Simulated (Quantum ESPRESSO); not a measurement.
The system is CuI (Marshite).

```
I Cu
1.0
     0.00000    3.03150    3.03150
     3.03150    0.00000    3.03150
     3.03150    3.03150    0.00000
I Cu
1 1
Cartesian
  0.0000 0.0000 0.0000
  4.5473 4.5473 4.5473
```

Base run:

```yaml
Program: Quantum ESPRESSO 7.5
Functional: WC
Potentials_or_basis: GBRV 1.5 PBE
Cutoff: 762 eV
Density_cutoff: 6095 eV
k_mesh: 6 × 6 × 6, shifted
Occupations: fermi-dirac, width 0.05 eV
Spin: no spin polarisation
```

Its results: pressure -2.7 GPa; electronic dielectric tensor (diagonal) 6.66.

Q: The run is repeated on the same cell with these changes: functional from WC to BLYP. What comes out?

A: Pressure 3.4 GPa; electronic dielectric tensor (diagonal) 6.23.

BLYP binds less tightly than WC, so the same cell stands under more pressure.

Caveats: the potentials were made for another functional, which shifts forces and pressure; the cell is more than 3 GPa from zero pressure, which shifts response properties (some runs).

Not every run made on this cell is shown here.
